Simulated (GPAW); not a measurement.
# TePb (Fm-3m) in GPAW: settings compared

The runs below take TePb through dielectric tensor, one-shot levels on a semilocal density, hybrid scf, with PBE, r2SCAN, r2SCANh, r2SCAN-EpsX.

Program: GPAW 26.7.0. These are calculated values, not measurements. Logs are shortened: lines on timing, memory, paths and dates and some standing lists are left out, and cuts for length are marked. The log counts tension as positive stress, the text compression.

## (1) The cell of the first run

The structure is cubic, space group Fm-3m (No. 225). Conventional cell: a = 6.285 Å, b = 6.285 Å, c = 6.285 Å, α = 90.00°, β = 90.00°, γ = 90.00°. Pb (site symmetry m-3m) is surrounded by 6 Te at 3.14 Å. Te (site symmetry m-3m) has 6 Pb at 3.14 Å as nearest neighbours.

## (2) Dielectric tensor, PBE (volume scaled by 0.92)

The input, run.py:

```python
import numpy as np
from ase import Atoms
from ase.dft.bandgap import bandgap
from ase.io import write
from gpaw import GPAW, PW
from gpaw.response.df import DielectricFunction

atoms = Atoms(['Pb', 'Te'],
              cell=[[0.0, 3.1424344975, 3.1424344975],
                    [3.1424344975, 0.0, 3.1424344975],
                    [3.1424344975, 3.1424344975, 0.0]],
              scaled_positions=[[0.0, 0.0, 0.0],
                                [0.5, 0.5, 0.5]],
              pbc=True)

calc = GPAW(mode=PW(400),
            xc='PBE',
            kpts={'size': (6, 6, 6), 'gamma': True},
            occupations={'name': 'fermi-dirac', 'width': 0.001},
            nbands=19,
            convergence={'density': 1e-06},
            maxiter=150,
            txt='gpaw.txt')
atoms.calc = calc
energy = atoms.get_potential_energy()
calc.write('gs.gpw')
write('result.traj', atoms)
print(f'Energy: {energy:.6f} eV')
print('Fermi level:', round(calc.get_fermi_level(), 4), 'eV')
print(f'Gap: {bandgap(calc)[0]:.4f} eV, direct: {bandgap(calc, direct=True)[0]:.4f} eV')

for size in [(13, 13, 13), (19, 19, 19)]:
    name = 'x'.join(str(n) for n in size)
    dense = calc.fixed_density(kpts={'size': size, 'gamma': True},
                               nbands=32, convergence={'bands': 26},
                               update_fermi_level=True, txt=f'dense-{name}.txt')
    dense.write(f'{name}.gpw', mode='all')
    df = DielectricFunction(f'{name}.gpw', frequencies=np.array([0.0]), hilbert=False, eta=0.001,
                            ecut=80, nbands=26, intraband=False, txt=f'df-{name}.txt')
    for xc in ['RPA', 'LR0.2', 'LR0.3']:
        for direction in ['x', 'y', 'z', [0, 1, 1], [1, 0, 1], [1, 1, 0]]:
            e0, e = df.get_macroscopic_dielectric_constant(xc=xc, direction=direction)
            print(f'{name} {xc} {direction}: {e0:.4f} without, {e:.4f} with local fields')
```

Potentials or basis: GPAW PAW data sets (gpaw-data 1.2.1), pw.

Launch:

```sh
OMP_NUM_THREADS=1 python run.py
```

gpaw.txt:

```text
__  _  _
 | _ |_)|_||  |
 |__||  | ||/\| - 26.7.0

Input parameters:
  mode=PW(ecut=400.0),
  convergence={'density': 1e-06},
  kpts=MonkhorstPack(size=(6, 6, 6), gamma=True),
  maxiter=150,
  nbands=19,
  occupations=Occupations(name='fermi-dirac', width=0.001),
  xc=XC(name='PBE')

Diagonalizing LCAO Hamiltonian
Converting LCAO to pw mode

                 Te

       Pb

Atoms  # Å, Bohr magnetons
|   | symbol |        x |        y |        z |    initial magnetic moments |
|---|--------|----------|----------|----------|-----------------------------|
| 0 |     Pb | 0.000000 | 0.000000 | 0.000000 | ( 0.0000,  0.0000,  0.0000) |
| 1 |     Te | 3.142434 | 3.142434 | 3.142434 | ( 0.0000,  0.0000,  0.0000) |

Unit cell  # Å
| periodic |        x |        y |        z |  lengths |    angles |
|----------|----------|----------|----------|----------|-----------|
|      yes | 0.000000 | 3.142434 | 3.142434 | 4.444073 | 60.000000 |
|      yes | 3.142434 | 0.000000 | 3.142434 | 4.444073 | 60.000000 |
|      yes | 3.142434 | 3.142434 | 0.000000 | 4.444073 | 60.000000 |

Number of symmetries: 48
Symmetry operations  # r_c * U_cc + t_c -> r_c
|    | kind |            matrix            |
|----|------|------------------------------|
|  0 |  σ   |  1, 0, 0,  1, 0,-1,  1,-1, 0 |
|  1 |  C2  |  1, 0, 0,  1,-1, 0,  1, 0,-1 |
|  2 |  E   |  1, 0, 0,  0, 1, 0,  0, 0, 1 |
|  3 |  σ   |  1, 0, 0,  0, 0, 1,  0, 1, 0 |
|  4 |  C4  |  1, 0,-1,  1, 0, 0,  1,-1, 0 |
|  5 |  S6  |  1, 0,-1,  1,-1, 0,  1, 0, 0 |
|  6 |  σ   |  1, 0,-1,  0, 1,-1,  0, 0,-1 |
|  7 |  C3  |  1, 0,-1,  0, 0,-1,  0, 1,-1 |
|  8 |  S6  |  1,-1, 0,  1, 0, 0,  1, 0,-1 |
|  9 |  C4  |  1,-1, 0,  1, 0,-1,  1, 0, 0 |
| 10 |  C3  |  1,-1, 0,  0,-1, 1,  0,-1, 0 |
| 11 |  σ   |  1,-1, 0,  0,-1, 0,  0,-1, 1 |
| 12 |  σ   |  0, 1, 0,  1, 0, 0,  0, 0, 1 |
| 13 |  C4  |  0, 1, 0,  0, 1,-1, -1, 1, 0 |
| 14 |  C3  |  0, 1, 0,  0, 0, 1,  1, 0, 0 |
| 15 |  S6  |  0, 1, 0, -1, 1, 0,  0, 1,-1 |
| 16 |  C2  |  0, 1,-1,  1, 0,-1,  0, 0,-1 |
| 17 |  σ   |  0, 1,-1,  0, 1, 0, -1, 1, 0 |
| 18 |  S4  |  0, 1,-1,  0, 0,-1,  1, 0,-1 |
| 19 |  C4  |  0, 1,-1, -1, 1, 0,  0, 1, 0 |
| 20 |  C3  |  0, 0, 1,  1, 0, 0,  0, 1, 0 |
| 21 |  σ   |  0, 0, 1,  0, 1, 0,  1, 0, 0 |
| 22 |  S6  |  0, 0, 1,  0,-1, 1, -1, 0, 1 |
| 23 |  C4  |  0, 0, 1, -1, 0, 1,  0,-1, 1 |
| 24 |  S4  |  0, 0,-1,  1, 0,-1,  0, 1,-1 |
| 25 |  C3  |  0, 0,-1,  0, 1,-1,  1, 0,-1 |
| 26 |  C2  |  0, 0,-1,  0,-1, 0, -1, 0, 0 |
| 27 |  S6  |  0, 0,-1, -1, 0, 0,  0,-1, 0 |
| 28 |  S4  |  0,-1, 1,  1,-1, 0,  0,-1, 0 |
| 29 |  C4  |  0,-1, 1,  0, 0, 1, -1, 0, 1 |
| 30 |  C2  |  0,-1, 1,  0,-1, 0,  1,-1, 0 |
| 31 |  σ   |  0,-1, 1, -1, 0, 1,  0, 0, 1 |
| 32 |  C3  |  0,-1, 0,  1,-1, 0,  0,-1, 1 |
| 33 |  S6  |  0,-1, 0,  0, 0,-1, -1, 0, 0 |
| 34 |  S4  |  0,-1, 0,  0,-1, 1,  1,-1, 0 |
| 35 |  C2  |  0,-1, 0, -1, 0, 0,  0, 0,-1 |
| 36 |  C2  | -1, 1, 0,  0, 1, 0,  0, 1,-1 |
| 37 |  S6  | -1, 1, 0,  0, 1,-1,  0, 1, 0 |
| 38 |  S4  | -1, 1, 0, -1, 0, 1, -1, 0, 0 |
| 39 |  C3  | -1, 1, 0, -1, 0, 0, -1, 0, 1 |
| 40 |  S6  | -1, 0, 1,  0, 0, 1,  0,-1, 1 |
| 41 |  C2  | -1, 0, 1,  0,-1, 1,  0, 0, 1 |
| 42 |  C3  | -1, 0, 1, -1, 1, 0, -1, 0, 0 |
| 43 |  S4  | -1, 0, 1, -1, 0, 0, -1, 1, 0 |
| 44 |  C2  | -1, 0, 0,  0, 0,-1,  0,-1, 0 |
| 45 |  i   | -1, 0, 0,  0,-1, 0,  0, 0,-1 |
| 46 |  σ   | -1, 0, 0, -1, 1, 0, -1, 0, 1 |
| 47 |  C2  | -1, 0, 0, -1, 0, 1, -1, 1, 0 |

BZ-sampling:
  Number of BZ points: 216
  Number of IBZ points: 16

  Monkhorst-Pack size: [6, 6, 6]
  Monkhorst-Pack shift: [0.08333333333333333, 0.08333333333333333, 0.08333333333333333]

K-points  # in reciprocal-cell coordinates
|     |                                coordinates |     weight |
|-----|--------------------------------------------|------------|
|   0 | (  0.00000000,   0.00000000,   0.00000000) | 0.00462963 |
|   1 | (  0.16666667,   0.16666667,   0.00000000) | 0.02777778 |
|   2 | (  0.16666667,   0.16666667,   0.16666667) | 0.03703704 |
|   3 | (  0.33333333,   0.16666667,   0.16666667) | 0.05555556 |
|   4 | (  0.33333333,   0.33333333,  -0.33333333) | 0.05555556 |
|   5 | (  0.33333333,   0.33333333,   0.00000000) | 0.02777778 |
|   6 | (  0.33333333,   0.33333333,   0.16666667) | 0.11111111 |
|   7 | (  0.33333333,   0.33333333,   0.33333333) | 0.03703704 |
|   8 | (  0.50000000,   0.33333333,  -0.33333333) | 0.11111111 |
|   9 | (  0.50000000,   0.33333333,  -0.16666667) | 0.05555556 |
| ... |                                            |            |
|  15 | (  0.50000000,   0.50000000,   0.50000000) | 0.01851852 |

Plane wave coefficients: 1158
Cutoff: 400.0 eV

Spin-components: 1 (collinear spins)
Bands:           19
Projectors:      11
Spin-degeneracy: 2
Datatype:        complex128

Density:
  Valence electrons: 20.0
  Components: 1
  Grid points: [21 21 21]
  Charge: 0.0  # |e|

Potential:
  Grid points: [21 21 21]

species:
  Pb:
    name:    Lead
    Z:       82.0
    valence: 14
    core:    68
    charge:  0.0  # [|e|]
    compensation charges:
      type: gauss
      rc: 0.38  # [Å]
      lmax: 2
    cutoffs:
      filter: 2.36  # [Å]
      core: 2.43  # [Å]
    projectors
    | kind |    occ | energy [eV] | rcut [Å] |
    |------|--------|-------------|----------|
    |   6s |  2.000 |     -11.969 |    1.259 |
    |   6p |  2.000 |      -3.506 |    1.275 |
    |   5d | 10.000 |     -21.211 |    1.217 |
    |    s |        |      15.243 |    1.259 |
    |    p |        |      23.705 |    1.275 |
    |    d |        |       6.001 |    1.217 |

    Using partial waves for Pb as LCAO basis

  Te:
    name:    Tellurium
    Z:       52.0
    valence: 6
    core:    46
    charge:  0.0  # [|e|]
    compensation charges:
      type: gauss
      rc: 0.36  # [Å]
      lmax: 2
    cutoffs:
      filter: 2.09  # [Å]
      core: 3.17  # [Å]
    projectors
    | kind |    occ | energy [eV] | rcut [Å] |
    |------|--------|-------------|----------|
    |   5s |  2.000 |     -15.089 |    1.180 |
    |   5p |  4.000 |      -5.955 |    1.196 |
    |    s |        |      12.123 |    1.180 |
    |    p |        |      21.256 |    1.196 |
    |    d |        |       0.000 |    1.238 |

    Using partial waves for Te as LCAO basis

Reference energy: -752065.146798  # eV

eigensolver:
  PPCG
  Converge bands: occupied
  niter=2

density mixing:
  MSR1-Mixer
  Pratt-step length: 0.05
  Maximum mixing coefficient: 0.75
  Old densities: 10
  SVD Regularization: 0.005
  Good broyden scale: 1.0
  Trust region scale: 1.0
  Backstep threshold: 4.0
  History deletion threshold: 6.0
  Fourier metric: weight=20.0, sigma=0.015

occupation numbers:
  Fermi-Dirac:
    width: 0.0010  # eV

poisson solver:
  ecut: 3200.0  # eV

xc functional:
  name: PBE with 2 nearest neighbor stencil

convergence criteria:
- Maximum integral of absolute [dens]ity change: 1e-06 electrons / valence electron
- Maximum [total energy] change in last 3 cyles: 0.0005 eV / valence electron
- Maximum integral of absolute [eigenst]ate change: 4e-08 eV^2 / valence electron
maximum number of iterations: 150

SCF iterations
|iter     | |      energy | eigst |  dens |
|---------|-|-------------|-------|-------|
|iter:   1| |   -7.652297 | -0.17 |       |
|iter:   2| |   -7.638312 | -2.08 | -1.40 |
|iter:   3| |   -7.573485 | -2.22 | -1.44 |
|iter:   4| |   -7.574753 | -3.93 | -2.05 |
|iter:   5| |   -7.575052c| -4.48 | -2.50 |
|iter:   6| |   -7.575060c| -5.99 | -3.38 |
|iter:   7| |   -7.575061c| -6.94 | -3.83 |
|iter:   8| |   -7.575061c| -7.45c| -4.66 |
|iter:   9| |   -7.575061c| -7.72c| -5.36 |
|iter:  10| |   -7.575061c| -8.33c| -6.26c|

Converged in 10 steps
Energy contributions relative to reference atoms: (reference = -752065.146798)

Energy contributions:
  Kinetic:          29.066349
  Coulomb:         -27.831237
  Zero:              0.219314
  External:          0.000000
  Xc:               -9.029487
  Entropy:          -0.000000
  Spinorbit:         0.000000
  ----------------------------
  Free energy:      -7.575061
  Extrapolated:     -7.575061

dipole moment: (-26.579742, -26.579742, -26.579742)  # |e|*Ang

Fermi level: 7.277
Eigenvalues  # (at kpt = [0.000, 0.000, 0.000])
| band index |      eig [eV] | occ [0-2] |
|------------|---------------|-----------|
|          0 |       -10.077 |     2.000 |
|        ... |               |           |
|          2 |       -10.057 |     2.000 |
|          3 |       -10.057 |     2.000 |
|          4 |       -10.057 |     2.000 |
|          5 |        -5.930 |     2.000 |
|          6 |         1.498 |     2.000 |
|          7 |         5.103 |     2.000 |
[... 9 lines left out ...]
|         17 |        14.783 |     0.000 |
|         18 |        14.880 |     0.000 |

Gap: 0.487 eV
Transition (v -> c):
  (s=0, k=15, n=9, [0.50, 0.50, 0.50]) -> (s=0, k=15, n=10, [0.50, 0.50, 0.50])
No difference between direct/indirect transitions
# Writing to gs.gpw (mode='')
```

Run time: 7.1 min. Hardware: 1 thread of Arm Neoverse N1, shared host; peak memory 0.53 GiB.

What came out:

```
Free energy                             : -7.5751 eV
Band gap on the k mesh                  : 0.49 eV, direct
Electronic dielectric tensor (diagonal) : 33.32
```

Electronic dielectric tensor:
```
33.32  0.00  0.00
 0.00 33.32  0.00
 0.00  0.00 33.32
```

Caveat: the gap is small at this level, which inflates the dielectric constant; the long-wavelength limit can be off by a per cent or two; spin-orbit coupling is left out, which as a rule narrows the gap of such compounds by several tenths of an eV; an odd mesh through Γ misses points on the zone boundary, where band edges often lie.

## (3) One-shot levels on a semilocal density, r2SCAN (volume scaled by 0.92)

The input, run.py:

```python
import numpy as np
from ase import Atoms
from ase.dft.bandgap import bandgap
from ase.io import write
from ase.units import Ha
from gpaw import GPAW, PW
from gpaw.hybrids.energy import non_self_consistent_energy
from gpaw.new.pw.nschse import non_self_consistent_matrix_elements

atoms = Atoms(['Pb', 'Te'],
              cell=[[0.0, 3.1424344975, 3.1424344975],
                    [3.1424344975, 0.0, 3.1424344975],
                    [3.1424344975, 3.1424344975, 0.0]],
              scaled_positions=[[0.0, 0.0, 0.0],
                                [0.5, 0.5, 0.5]],
              pbc=True)

calc = GPAW(mode=PW(400),
            xc='MGGA_X_R2SCAN+MGGA_C_R2SCAN',
            kpts={'size': (5, 5, 5), 'gamma': True},
            occupations={'name': 'fermi-dirac', 'width': 0.001},
            nbands=19,
            convergence={'density': 1e-06, 'bands': 17},
            maxiter=150,
            txt='gpaw.txt')
atoms.calc = calc
energy = atoms.get_potential_energy()
calc.write('gs.gpw')
write('result.traj', atoms)
print(f'Energy: {energy:.6f} eV')
print('Fermi level:', round(calc.get_fermi_level(), 4), 'eV')
print(f'Gap: {bandgap(calc)[0]:.4f} eV, direct: {bandgap(calc, direct=True)[0]:.4f} eV')

calc.write('wfs.gpw', mode='all')
eps = calc.eigenvalues()
free = calc.get_potential_energy(force_consistent=True)
semilocal_x = free + calc.get_xc_difference('MGGA_X_R2SCAN')  # without correlation
exact_x = non_self_consistent_energy(calc, 'EXX').sum()
h_x = non_self_consistent_matrix_elements(GPAW('wfs.gpw').dft, 'MGGA_X_R2SCAN')
h_exx = non_self_consistent_matrix_elements(GPAW('wfs.gpw').dft, 'EXX')
shift = np.einsum('sknn->skn', h_exx - h_x).real * Ha
np.savetxt('shift.dat', shift[..., :17].reshape((-1, 17)), fmt='%.4f')
occupied = eps < calc.get_fermi_level()
for name, a in {'r2SCAN0': 0.25, 'r2SCANh': 0.1, 'r2SCAN50': 0.5, 'r2SCAN-EpsX': 0.03}.items():
    levels = (eps + a * shift)[..., :17]
    gap = levels[~occupied[..., :17]].min() - levels[occupied[..., :17]].max()
    print(f'{name}: share {a}, energy {free + a * (exact_x - semilocal_x):.6f} eV, gap {gap:.4f} eV')
```

Potentials or basis: GPAW PAW data sets (gpaw-data 1.2.1), pw.

Launch:

```sh
OMP_NUM_THREADS=1 python run.py
```

gpaw.txt:

```text
__  _  _
 | _ |_)|_||  |
 |__||  | ||/\| - 26.7.0

Input parameters:
  mode=PW(ecut=400.0),
  convergence={'density': 1e-06, 'bands': 17},
  kpts=MonkhorstPack(size=(5, 5, 5), gamma=True),
  maxiter=150,
  nbands=19,
  occupations=Occupations(name='fermi-dirac', width=0.001),
  xc=XC(name='MGGA_X_R2SCAN+MGGA_C_R2SCAN')

Diagonalizing LCAO Hamiltonian
Converting LCAO to pw mode

                 Te

       Pb

Atoms  # Å, Bohr magnetons
|   | symbol |        x |        y |        z |    initial magnetic moments |
|---|--------|----------|----------|----------|-----------------------------|
| 0 |     Pb | 0.000000 | 0.000000 | 0.000000 | ( 0.0000,  0.0000,  0.0000) |
| 1 |     Te | 3.142434 | 3.142434 | 3.142434 | ( 0.0000,  0.0000,  0.0000) |

Unit cell  # Å
| periodic |        x |        y |        z |  lengths |    angles |
|----------|----------|----------|----------|----------|-----------|
|      yes | 0.000000 | 3.142434 | 3.142434 | 4.444073 | 60.000000 |
|      yes | 3.142434 | 0.000000 | 3.142434 | 4.444073 | 60.000000 |
|      yes | 3.142434 | 3.142434 | 0.000000 | 4.444073 | 60.000000 |

Number of symmetries: 48
Symmetry operations  # r_c * U_cc + t_c -> r_c
|    | kind |            matrix            |
|----|------|------------------------------|
|  0 |  σ   |  1, 0, 0,  1, 0,-1,  1,-1, 0 |
|  1 |  C2  |  1, 0, 0,  1,-1, 0,  1, 0,-1 |
[... 164 lines left out ...]

convergence criteria:
- Maximum integral of absolute [dens]ity change: 1e-06 electrons / valence electron
- Maximum [total energy] change in last 3 cyles: 0.0005 eV / valence electron
- Maximum integral of absolute [eigenst]ate change: 4e-08 eV^2 / valence electron
maximum number of iterations: 150

SCF iterations
|iter     | |      energy | eigst |  dens |
|---------|-|-------------|-------|-------|
|iter:   1| |  -43.103423 | +2.47 |       |
|iter:   2| |  -39.773892 | +0.50 | -1.43 |
|iter:   3| |-31820.004530 | +4.44 | -1.38 |
|iter:   4| |  -19.348958 | +2.18 | +1.20 |
|iter:   5| |  -39.604275 | +1.02 | -0.63 |
|iter:   6| |  -39.740938 | -0.82 | -1.46 |
|iter:   7| |  -39.736773 | -2.02 | -1.90 |
|iter:   8| |  -39.737516c| -3.10 | -2.10 |
|iter:   9| |  -39.738852c| -3.17 | -2.31 |
|iter:  10| |  -39.741258c| -3.28 | -2.25 |
|iter:  11| |  -39.741865c| -4.13 | -2.68 |
|iter:  12| |  -39.741682c| -4.47 | -2.64 |
|iter:  13| |  -39.741584c| -4.74 | -2.98 |
|iter:  14| |  -39.741594c| -6.00 | -3.56 |
|iter:  15| |  -39.741596c| -6.06 | -3.88 |
|iter:  16| |  -39.741596c| -7.88c| -4.83 |
|iter:  17| |  -39.741596c| -7.93c| -5.20 |
|iter:  18| |  -39.741596c| -8.52c| -5.68 |
|iter:  19| |  -39.741596c| -8.96c| -6.33c|

Converged in 19 steps
Energy contributions relative to reference atoms: (reference = -752065.146798)

Energy contributions:
  Kinetic:          33.213005
  Coulomb:         -31.351861
  Zero:              0.024182
  External:          0.000000
  Xc:              -41.626922
  Entropy:          -0.000000
  Spinorbit:         0.000000
  ----------------------------
  Free energy:     -39.741596
  Extrapolated:    -39.741596

dipole moment: (-26.526681, -26.526681, -26.526681)  # |e|*Ang

Fermi level: 7.809
Eigenvalues  # (at kpt = [0.000, 0.000, 0.000])
| band index |      eig [eV] | occ [0-2] |
|------------|---------------|-----------|
|          0 |       -10.845 |     2.000 |
|        ... |               |           |
|          2 |       -10.818 |     2.000 |
|          3 |       -10.818 |     2.000 |
|          4 |       -10.818 |     2.000 |
|          5 |        -6.565 |     2.000 |
|          6 |         1.387 |     2.000 |
|          7 |         4.834 |     2.000 |
[... 9 lines left out ...]
|         17 |        15.188 |     0.000 |
|         18 |        15.188 |     0.000 |

Gap: 1.298 eV
Transition (v -> c):
  (s=0, k=9, n=9, [0.40, 0.40, 0.40]) -> (s=0, k=9, n=10, [0.40, 0.40, 0.40])
No difference between direct/indirect transitions
# Writing to gs.gpw (mode='')

# Writing to wfs.gpw (mode='all')
```

shift.dat:

```text
-8.9551 -8.9551 -8.9057 -8.9057 -8.9057 -7.3308 -3.6881 -3.0898 -3.0901 -3.0901 2.9102 2.9102 2.9107 2.4373 2.4373 2.4373 2.5393
-8.9645 -8.9557 -8.9063 -8.9062 -8.9062 -7.1450 -4.4711 -3.3915 -3.3917 -2.3039 1.6442 2.0465 2.9203 2.9205 3.0234 3.0235 3.1092
-8.9588 -8.9588 -8.9069 -8.9066 -8.9066 -7.1955 -4.5770 -2.9835 -2.9835 -2.3282 2.0395 2.1489 2.1489 2.4423 2.6771 2.6771 2.9545
-8.9687 -8.9630 -8.9075 -8.9078 -8.9073 -6.5985 -5.2865 -4.1851 -4.0998 -2.3707 1.6648 2.4220 2.9598 3.2997 3.0219 3.4775 3.4163
-8.9663 -8.9598 -8.9075 -8.9056 -8.9087 -6.9726 -5.0673 -3.7668 -2.7310 -1.9630 1.4895 1.5397 2.6529 2.9018 2.7319 3.0659 3.3862
-8.9664 -8.9656 -8.9087 -8.9076 -8.9070 -6.6619 -5.5533 -3.8566 -2.9888 -2.3708 1.7126 1.7182 2.7009 2.8018 2.9984 3.1421 3.5599
-8.9708 -8.9607 -8.9075 -8.9077 -8.9071 -6.5374 -5.1445 -4.6301 -3.6423 -3.3761 2.1430 2.7703 2.7914 3.3535 3.4509 3.3312 3.6626
-8.9716 -8.9075 -8.9570 -8.9075 -8.9074 -6.6852 -4.8264 -4.3216 -3.7847 -3.7849 1.7920 3.2885 3.2888 3.2840 3.4596 3.2244 3.7916
-8.9689 -8.9588 -8.9074 -8.9072 -8.9081 -6.8531 -5.1662 -3.3969 -3.3960 -2.8846 2.1073 2.4201 2.3866 2.3601 3.1927 3.4057 3.4098
-8.9640 -8.9640 -8.9090 -8.9083 -8.9083 -6.8404 -5.5401 -2.8074 -2.8074 -1.7308 1.2840 1.4704 1.4704 2.8178 3.1841 3.1841 3.3923
```

Wall time 7.9 min (1 thread of Arm Neoverse N1, shared host); peak memory 0.67 GiB.

What came out:

```
Free energy : -39.7416 eV
```

Levels at points of the mesh, in eV from the Fermi level:
```
           k point  band 7  band 8  band 9  band 10  band 11  band 12  band 13  band 14
(0.00, 0.00, 0.00)   -6.42   -2.98   -2.97    -2.97     3.31     3.31     3.31     4.89
```

Band gaps from one-shot exact exchange on these states (eV): r2scan0 2.05, r2scanh 1.60, r2scan50 2.81, r2scan_epsx 1.39

Caveat: this odd mesh misses L, where the gap lies, so gap, dielectric constants and Born charges aren't listed; energy and the plain gap are those of the semilocal run; the hybrids' values are one shot on its orbitals and mesh. Spin-orbit coupling is left out, which matters for the levels of Pb, Te.

[end of part 1 of 2]
